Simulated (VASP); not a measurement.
# BaTe (Fm-3m) in VASP: notebook, part 2 of 2

VASP 6.6.1.

### 3 Relaxation of cell and atoms, PBE

This run uses another cell than the first one, of 44.55 Å³/atom, 1.010 times its volume.

INCAR

```
ALGO     = Normal         # electronic algorithm
EDIFF    = 1E-7           # SCF threshold, eV
EDIFFG   = -0.005         # ionic threshold
ENCUT    = 600            # plane-wave cutoff, eV
GGA      = PE             # functional
IBRION   = 2              # ionic algorithm
ISIF     = 3              # what is computed and relaxed
ISMEAR   = 0              # smearing method
LASPH    = True           # aspherical terms in the spheres
LCHARG   = False          # write CHGCAR
LREAL    = False          # projectors in reciprocal space
LWAVE    = False          # write WAVECAR
NELM     = 100            # most SCF steps
NSW      = 100            # ionic steps
PREC     = Accurate       # precision mode
SIGMA    = 0.02           # smearing width, eV
```

KPOINTS

```
k-points
0
Gamma
  8 8 8
```

POSCAR

```
BaTe
1.0
    0.0000000000      3.5449197700      3.5449197700
    3.5449197700      0.0000000000      3.5449197700
    3.5449197700      3.5449197700      0.0000000000
Ba Te
1 1
Direct
    0.0000000000      0.0000000000      0.0000000000
    0.5000000000      0.5000000000      0.5000000000
```

Potentials or basis: VASP PAW PBE potentials, release 64 (Ba_sv, Te).

Launch:

```console
$ cat potpaw_PBE.64/Ba_sv/POTCAR potpaw_PBE.64/Te/POTCAR > POTCAR
$ mpirun -np 1 vasp_std > vasp.out
```

OUTCAR:

```text
EDIFF = 1E-7
   EDIFFG = -0.005
   ENCUT = 600
   GGA = PE
   IBRION = 2
   ISIF = 3
   ISMEAR = 0
   LASPH = True
   LREAL = False
   NELM = 100
   NSW = 100
   PREC = Accurate

 ion  position               nearest neighbor table
   1  0.000  0.000  0.000-   2 3.54   2 3.54   2 3.54   2 3.54   2 3.54   2 3.54
   2  0.500  0.500  0.500-   1 3.54   1 3.54   1 3.54   1 3.54   1 3.54   1 3.54

  LATTYP: Found a face centered cubic cell.
 ALAT       =     7.0898395400

  Lattice vectors:

 A1 = (   0.0000000000,   3.5449197700,   3.5449197700)
 A2 = (   3.5449197700,   0.0000000000,   3.5449197700)
 A3 = (   3.5449197700,   3.5449197700,   0.0000000000)

Analysis of symmetry for initial positions (statically):
=====================================================================
 Subroutine PRICEL returns:
 Original cell was already a primitive cell.

 Routine SETGRP: Setting up the symmetry group for a
 face centered cubic supercell.

 Subroutine GETGRP returns: Found 48 space group operations
 (whereof 48 operations were pure point group operations)
 out of a pool of 48 trial point group operations.

The static configuration has the point symmetry O_h .

Analysis of symmetry for dynamics (positions and initial velocities):
=====================================================================
 Subroutine PRICEL returns:
 Original cell was already a primitive cell.

 Routine SETGRP: Setting up the symmetry group for a
 face centered cubic supercell.

 Subroutine GETGRP returns: Found 48 space group operations
 (whereof 48 operations were pure point group operations)
 out of a pool of 48 trial point group operations.

The dynamic configuration has the point symmetry O_h .

 Subroutine INISYM returns: Found 48 space group operations
 (whereof 48 operations are pure point group operations),
 and found     1 'primitive' translations

----------------------------------------------------------------------------------------

                                     Primitive cell

  volume of cell :      89.0942
[... 121 lines left out ...]
 non-spin polarized calculation
 Gauss-broadening in eV      SIGMA  =   0.02
  energy-cutoff  :      600.00
  volume of cell :       89.09
 maximum number of plane-waves:      2996
   NGX = 21   NGY = 21   NGZ = 21

 number of electron      16.0000000 magnetization

 Free energy of the ion-electron system (eV)
  ---------------------------------------------------
  ext. energy  EPLUGINS =         0.00000000
  ---------------------------------------------------
  free energy    TOTEN  =        -8.62982604 eV

  energy without entropy =       -8.62982604  energy(sigma->0) =       -8.62982604

 E-fermi :   2.1820     XC(G=0):  -8.0938

 val. band max:        2.0408616794   @ k =   0.0000   0.0000   0.0000
 cond. band min:       3.6401947768   @ k =   0.5000   0.5000   0.0000
 fundamental gap:      1.5993330974
 Fermi energy:         2.1820334937

 k-point     1 :       0.0000    0.0000    0.0000
  band No.  band energies     occupation
      1     -25.0803      2.00000
      2     -10.2233      2.00000
      3     -10.2233      2.00000
      4     -10.2233      2.00000
      5      -7.4176      2.00000
      6       2.0409      2.00000
      7       2.0409      2.00000
      8       2.0409      2.00000
      9       4.8058      0.00000
     10       4.9877      0.00000
     11       4.9877      0.00000
     12       4.9877      0.00000
[... 331 lines left out ...]
 k-point    24 :      -0.3750    0.2500    0.1250
  band No.  band energies     occupation
      1     -25.0679      2.00000
      2     -10.4935      2.00000
      3     -10.2915      2.00000
      4     -10.2569      2.00000
      5      -6.9189      2.00000
      6       0.2994      2.00000
      7       1.0550      2.00000
      8       1.0937      2.00000
      9       5.7103      0.00000
     10       5.9715      0.00000
     11       7.1472      0.00000
     12       7.3707      0.00000

 [... further k-points ...]

------------------------ aborting loop because EDIFF is reached ----------------------------------------

  FORCE on cell =-STRESS in cart. coord.  units (eV):
  Direction    XX          YY          ZZ          XY          YZ          ZX
  --------------------------------------------------------------------------------------
  -------------------------------------------------------------------------------------
  Total       -0.0063376     -0.0063376     -0.0063376      0.0000000      0.0000000      0.0000000
  in kB       -0.1139687     -0.1139687     -0.1139687      0.0000000      0.0000000      0.0000000
  external PRESSURE =      -0.1139687 kB  Pullay stress =       0.0000000 kB

 VOLUME and BASIS-vectors are now :
 -----------------------------------------------------------------------------
  energy-cutoff  :      600.00
  volume of cell :       89.09
      direct lattice vectors                 reciprocal lattice vectors
     0.000000000  3.544919770  3.544919770    -0.141046916  0.141046916  0.141046916
     3.544919770  0.000000000  3.544919770     0.141046916 -0.141046916  0.141046916
     3.544919770  3.544919770  0.000000000     0.141046916  0.141046916 -0.141046916

 POSITION                                       TOTAL-FORCE (eV/Angst)
 -----------------------------------------------------------------------------------
      0.00000      0.00000      0.00000         0.000000     -0.000000      0.000000
      3.54492      3.54492      3.54492        -0.000000      0.000000     -0.000000
 -----------------------------------------------------------------------------------
    total drift:                                0.000000     -0.000000     -0.000000

  FREE ENERGIE OF THE ION-ELECTRON SYSTEM (eV)
  ---------------------------------------------------
  free  energy   TOTEN  =        -8.6298260365 eV

  energy  without entropy=       -8.6298260365  energy(sigma->0) =       -8.62982604

 reached required accuracy - stopping structural energy minimisation
```

OSZICAR:

```text
N       E                     dE             d eps       ncg     rms          rms(c)
DAV:   1     0.102942177750E+03    0.10294E+03   -0.69278E+03   696   0.124E+03
DAV:   2    -0.144376807198E+01   -0.10439E+03   -0.97582E+02   940   0.188E+02
DAV:   3    -0.854306080221E+01   -0.70993E+01   -0.70410E+01   856   0.577E+01
DAV:   4    -0.873265729930E+01   -0.18960E+00   -0.18926E+00  1036   0.980E+00
DAV:   5    -0.873824401670E+01   -0.55867E-02   -0.55861E-02   896   0.143E+00    0.353E+00
DAV:   6    -0.861888719663E+01    0.11936E+00   -0.23020E-01   844   0.231E+00    0.240E+00
DAV:   7    -0.862215022144E+01   -0.32630E-02   -0.15944E-01   988   0.232E+00    0.830E-01
DAV:   8    -0.862870645732E+01   -0.65562E-02   -0.18196E-02   796   0.100E+00    0.136E-01
DAV:   9    -0.862953460162E+01   -0.82814E-03   -0.17171E-03   904   0.328E-01    0.769E-02
DAV:  10    -0.862979904275E+01   -0.26444E-03   -0.34388E-04   796   0.134E-01    0.136E-02
DAV:  11    -0.862982514548E+01   -0.26103E-04   -0.50384E-05   936   0.503E-02    0.101E-02
DAV:  12    -0.862982608790E+01   -0.94243E-06   -0.29983E-06   880   0.122E-02    0.297E-03
DAV:  13    -0.862982603651E+01    0.51396E-07   -0.57199E-07   868   0.464E-03
   1 F= -.86298260E+01 E0= -.86298260E+01  d E =-.862983E+01
```

Wall time 37 s (1 thread of Intel Xeon Platinum 8259CL at 2.50GHz (Skylake/Cascade Lake), shared host); peak memory 0.26 GiB.

Results:

- Free energy: -8.6298 eV
- Pressure after relaxing: 0.0 GPa
- Band gap on the k mesh: 1.60 eV, indirect (least direct gap 1.98 eV)

Final structure:
```cif
data_structure
_symmetry_space_group_name_H-M 'P 1'
_symmetry_Int_Tables_number 1
_cell_length_a 5.0133
_cell_length_b 5.0133
_cell_length_c 5.0133
_cell_angle_alpha 60.000
_cell_angle_beta 60.000
_cell_angle_gamma 60.000
_cell_volume 89.09
loop_
_atom_site_label
_atom_site_type_symbol
_atom_site_fract_x
_atom_site_fract_y
_atom_site_fract_z
_atom_site_occupancy
Ba1 Ba 0.00000 0.00000 0.00000 1
Te1 Te 0.50000 0.50000 0.50000 1
```

Levels at points of the mesh, in eV from the valence-band top:
| k point | band 5 | band 6 | band 7 | band 8 | band 9 | band 10 | band 11 | band 12 |
| --- | --- | --- | --- | --- | --- | --- | --- | --- |
| (0.00, 0.00, 0.00) | -9.46 | 0.00 | 0.00 | 0.00 | 2.76 | 2.95 | 2.95 | 2.95 |
| (0.50, 0.00, 0.00) | -8.83 | -2.13 | -1.05 | -1.05 | 4.14 | 4.66 | 4.80 | 4.80 |
| (0.50, 0.50, 0.00) | -9.26 | -1.12 | -0.38 | -0.38 | 1.60 | 4.37 | 4.48 | 5.42 |

Caveat: the relaxation stopped at its first step, so nothing moved; spin-orbit coupling is left out, which moves the levels of the heavy elements. A k mesh can miss the band edges.

### 4 Single point, PBE

This run uses another cell than the first one: it holds 4 atoms, not 2.

INCAR

```
SYSTEM = BaTe
PREC     = Accurate       ! precision mode
ENCUT    = 520            ! plane-wave cutoff, eV
EDIFF    = 1E-6           ! SCF threshold, eV
ISMEAR   = 0              ! smearing method
SIGMA    = 0.02           ! smearing width, eV
LREAL    = .False.        ! projectors in reciprocal space
LASPH    = .True.         ! aspherical terms in the spheres
NELM     = 80             ! most SCF steps
ALGO     = Normal         ! electronic algorithm
ISIF     = 2              ! what is computed and relaxed
LWAVE    = .False.        ! write WAVECAR
LCHARG   = .False.        ! write CHGCAR
GGA      = PE             ! functional
NBANDS   = 24             ! bands
```

KPOINTS

```
Automatic mesh
0
Gamma
  6 6 4
  0 0 0
```

POSCAR

```
BaTe
1.0
    3.3742908747      3.3742908747      0.0000000000
   -3.3742908747      3.3742908747      0.0000000000
    0.0000000000      0.0000000000      7.1575223205
Ba Te
2 2
Direct
    0.0000000000      0.0000000000      0.0000000000
    0.5000000000      0.5000000000      0.5000000000
    0.5000000000      0.5000000000      0.0000000000
    0.0000000000      0.0000000000      0.5000000000
```

Potentials or basis: VASP PAW PBE potentials, release 64 (Ba_sv, Te).

Launch:

```console
$ cat potpaw_PBE.64/Ba_sv/POTCAR potpaw_PBE.64/Te/POTCAR > POTCAR
$ mpirun -np 1 vasp_std > vasp.out
```

OUTCAR:

```text
SYSTEM = BaTe
   PREC = Accurate
   ENCUT = 520
   EDIFF = 1E-6
   ISMEAR = 0
   LREAL = .False.
   LASPH = .True.
   NELM = 80
   ISIF = 2
   GGA = PE

 ion  position               nearest neighbor table
   1  0.000  0.000  0.000-   3 3.37   3 3.37   3 3.37   3 3.37   4 3.58   4 3.58
   2  0.500  0.500  0.500-   4 3.37   4 3.37   4 3.37   4 3.37   3 3.58   3 3.58
   3  0.500  0.500  0.000-   1 3.37   1 3.37   1 3.37   1 3.37   2 3.58   2 3.58
   4  0.000  0.000  0.500-   2 3.37   2 3.37   2 3.37   2 3.37   1 3.58   1 3.58

  LATTYP: Found a simple tetragonal cell.
 ALAT       =     4.7719679184
 C/A-ratio  =     1.4999099832

  Lattice vectors:

 A1 = (   3.3742908747,   3.3742908747,   0.0000000000)
 A2 = (  -3.3742908747,   3.3742908747,   0.0000000000)
 A3 = (   0.0000000000,   0.0000000000,   7.1575223205)

Analysis of symmetry for initial positions (statically):
=====================================================================
 Subroutine PRICEL returns following result:

  LATTYP: Found a body centered tetragonal cell.
 ALAT       =     4.7719679184
 C/A-ratio  =     1.4999099832

  Lattice vectors:

 A1 = (   3.3742908747,   0.0000000000,  -3.5787611603)
 A2 = (  -3.3742908747,   0.0000000000,  -3.5787611602)
 A3 = (   0.0000000000,   3.3742908747,   3.5787611602)

   2 primitive cells build up your supercell.

 Routine SETGRP: Setting up the symmetry group for a
 simple tetragonal supercell.

 Subroutine GETGRP returns: Found 16 space group operations
 (whereof 16 operations were pure point group operations)
 out of a pool of 16 trial point group operations.

The static configuration has the point symmetry D_4h.

Analysis of symmetry for dynamics (positions and initial velocities):
=====================================================================
 Subroutine PRICEL returns following result:

  LATTYP: Found a body centered tetragonal cell.
[... 136 lines left out ...]
   IMIX   =      4    mixing-type and parameters
     AMIX     =   0.40;   BMIX     =  1.00
     AMIX_MAG =   1.60;   BMIX_MAG =  1.00
  volume/ion in A,a.u.               =      40.75       274.98
  Fermi-wavevector in a.u.,A,eV,Ry     =   0.951493  1.798061 12.317883  0.905339
  Thomas-Fermi vector in A             =   2.079968
   LORBIT       =      0    0 simple, 1 ext, 2 COOP (PROOUT), +10 PAW based schemes
   GGA     = PE    functional components
   LHFCALC =     F    Hartree Fock is set to
   AEXX    =    0.0000 exact exchange contribution
   IVDW    =     0    specifies the selected vdW correction
   LEPSILON=     F    determine dielectric tensor
   LRPA    =     F    only Hartree local field effects (RPA)
 non-spin polarized calculation
 Gauss-broadening in eV      SIGMA  =   0.02
  energy-cutoff  :      520.00
  volume of cell :      162.99
 maximum number of plane-waves:      4456
 NGX is ok and might be reduce to    36

 number of electron      31.9999997 magnetization

 Free energy of the ion-electron system (eV)
  ---------------------------------------------------
  ext. energy  EPLUGINS =         0.00000000
  ---------------------------------------------------
  free energy    TOTEN  =       -17.02640931 eV

  energy without entropy =      -17.02640931  energy(sigma->0) =      -17.02640931

 E-fermi :   2.7650     XC(G=0):  -8.4467

 val. band max:        2.6749569649   @ k =   0.0000   0.0000   0.0000
 cond. band min:       4.0076173333   @ k =   0.0000   0.0000   0.0000
 fundamental gap:      1.3326603683
 Fermi energy:         2.7650156143

 k-point     1 :       0.0000    0.0000    0.0000
  band No.  band energies     occupation
      1     -24.2738      2.00000
      2     -24.2539      2.00000
      3      -9.6828      2.00000
      4      -9.5338      2.00000
      5      -9.5338      2.00000
      6      -9.4494      2.00000
[... 637 lines left out ...]
     23       7.7051      0.00000
     24       7.7051      0.00000

 [... further k-points ...]

------------------------ aborting loop because EDIFF is reached ----------------------------------------

  FORCE on cell =-STRESS in cart. coord.  units (eV):
  Direction    XX          YY          ZZ          XY          YZ          ZX
  --------------------------------------------------------------------------------------
  -------------------------------------------------------------------------------------
  Total        5.0906309      5.0906309      0.2530268      0.0000000      0.0000000      0.0000000
  in kB       50.0408237     50.0408237      2.4872493      0.0000000      0.0000000      0.0000000
  external PRESSURE =      34.1896322 kB  Pullay stress =       0.0000000 kB

 VOLUME and BASIS-vectors are now :
 -----------------------------------------------------------------------------
  energy-cutoff  :      520.00
  volume of cell :      162.99
      direct lattice vectors                 reciprocal lattice vectors
     3.374290875  3.374290875  0.000000000     0.148179282  0.148179282  0.000000000
    -3.374290875  3.374290875  0.000000000    -0.148179282  0.148179282  0.000000000
     0.000000000  0.000000000  7.157522321     0.000000000  0.000000000  0.139713151

 POSITION                                       TOTAL-FORCE (eV/Angst)
 -----------------------------------------------------------------------------------
      0.00000      0.00000      0.00000         0.000000     -0.000000     -0.000000
      0.00000      3.37429      3.57876        -0.000000      0.000000     -0.000000
      0.00000      3.37429      0.00000         0.000000     -0.000000      0.000000
      0.00000      0.00000      3.57876         0.000000      0.000000      0.000000
 -----------------------------------------------------------------------------------
    total drift:                               -0.000000      0.000000      0.000000

  FREE ENERGIE OF THE ION-ELECTRON SYSTEM (eV)
  ---------------------------------------------------
  free  energy   TOTEN  =       -17.0264093054 eV

  energy  without entropy=      -17.0264093054  energy(sigma->0) =      -17.02640931
```

Wall time 2.1 min (1 thread of Intel Xeon Platinum 8259CL at 2.50GHz (Skylake/Cascade Lake), shared host); peak memory 0.31 GiB.

What came out:

- Free energy: -17.0264 eV
- Pressure: 3.4 GPa
- Band gap on the k mesh: 1.33 eV

Stress tensor (GPa, compression positive):
```
5.00 0.00 0.00
0.00 5.00 0.00
0.00 0.00 0.25
```

Levels at points of the mesh, in eV from the valence-band top:
```tsv
k point	band 12	band 13	band 14	band 15	band 16	band 17	band 18	band 19	band 20	band 21
(0.00, 0.00, 0.00)	-0.33	-0.33	-0.17	0.00	0.00	1.33	2.57	2.78	2.96	2.96
(0.50, 0.00, 0.00)	-2.12	-1.27	-1.27	-1.05	-1.05	3.95	3.95	4.02	4.02	4.19
(0.50, 0.50, 0.00)	-1.11	-0.56	-0.56	-0.42	-0.42	1.34	1.34	4.33	4.33	4.98
(0.00, 0.00, 0.50)	-1.61	-0.26	-0.26	-0.26	-0.26	1.83	1.83	3.96	3.96	4.15
(0.50, 0.00, 0.50)	-2.45	-1.32	-1.32	-1.31	-1.31	4.18	4.18	4.82	4.82	4.87
(0.50, 0.50, 0.50)	-1.32	-0.93	-0.93	-0.93	-0.93	3.21	3.21	3.21	3.21	5.11
```

Caveat: spin-orbit coupling is left out, which moves the levels of the heavy elements. A k mesh can miss the band edges.

### 5 Single point, PBE

This run uses another cell than the first one: it holds 4 atoms, not 2.

INCAR

```
  ALGO = Fast
  EDIFF = 1E-7
  ENCUT = 520
  GGA = PE
  ISIF = 2
  ISMEAR = 0
  LASPH = T
  LCHARG = F
  LREAL = F
  LWAVE = F
  NBANDS = 24
  NELM = 100
  PREC = Accurate
  SIGMA = 0.02
```

KPOINTS

```
k-points
0
Gamma
  6 6 4
```

POSCAR

```
BaTe
1.0
    3.6392875402      3.6392875402      0.0000000000
   -3.6392875402      3.6392875402      0.0000000000
    0.0000000000      0.0000000000      7.0047937192
Ba Te
2 2
Direct
    0.0000000000      0.0000000000      0.0000000000
    0.5000000000      0.5000000000      0.5000000000
    0.5000000000      0.5000000000      0.0000000000
    0.0000000000      0.0000000000      0.5000000000
```

Launch:

```console
$ cat potpaw_PBE.64/Ba_sv/POTCAR potpaw_PBE.64/Te/POTCAR > POTCAR
$ mpirun -np 1 vasp_std > vasp.out
```

Run time: 3.1 min. Hardware: 1 thread of Intel Xeon Platinum 8259CL at 2.50GHz (Skylake/Cascade Lake), shared host; peak memory 0.36 GiB.

It converged, with:

- Free energy: -17.2052 eV
- Pressure: -0.9 GPa
- Band gap on the k mesh: 1.62 eV

Stress tensor (GPa, compression positive):
```
-1.59  0.00  0.00
 0.00 -1.59  0.00
 0.00  0.00  0.35
```

Levels at points of the mesh, in eV from the valence-band top:
| k point | band 13 | band 14 | band 15 | band 16 | band 17 | band 18 | band 19 | band 20 |
| --- | --- | --- | --- | --- | --- | --- | --- | --- |
| (0.00, 0.00, 0.00) | -0.49 | -0.07 | -0.07 | 0.00 | 1.62 | 2.52 | 2.84 | 2.84 |
| (0.50, 0.00, 0.00) | -0.95 | -0.95 | -0.69 | -0.69 | 3.60 | 3.60 | 3.88 | 3.88 |
| (0.50, 0.50, 0.00) | -0.42 | -0.42 | -0.37 | -0.37 | 1.63 | 1.63 | 4.08 | 4.08 |
| (0.00, 0.00, 0.50) | -0.40 | -0.40 | -0.40 | -0.40 | 2.18 | 2.18 | 3.33 | 3.33 |
| (0.50, 0.00, 0.50) | -1.05 | -1.05 | -1.03 | -1.03 | 4.02 | 4.02 | 4.50 | 4.50 |
| (0.50, 0.50, 0.50) | -0.99 | -0.99 | -0.99 | -0.99 | 3.58 | 3.58 | 3.58 | 3.58 |

Caveat: spin-orbit coupling is left out, which moves the levels of the heavy elements.

### 6 The runs side by side

```tsv
task	cell	k mesh	cutoff (eV)	gap on the mesh (eV)	pressure (GPa)
single point	Fm-3m, 44.11 Å³/atom	8 × 8 × 8	520	1.58	0.3
relaxation of cell and atoms	relaxed	8 × 8 × 8	600	1.60	0.0
single point	I4/mmm, 40.75 Å³/atom	6 × 6 × 4	520	1.33	3.4
single point	I4/mmm, 46.39 Å³/atom	6 × 6 × 4	520	1.62	-0.9
```

Alike in all rows: level PBE; potentials or basis VASP PAW PBE potentials, release 64 (Ba_sv, Te); no spin polarisation; smearing gaussian 0.02 eV.

On the cell as given the gap runs from 1.33 eV (PBE) to 1.62 eV (PBE); the meshes differ, which moves gaps too.

Caveats: spin-orbit coupling is left out, which moves the levels of the heavy elements; the relaxation stopped at its first step, so nothing moved (some runs).

Total energies depend on the potentials used, so only differences within one code and one set of settings carry meaning.
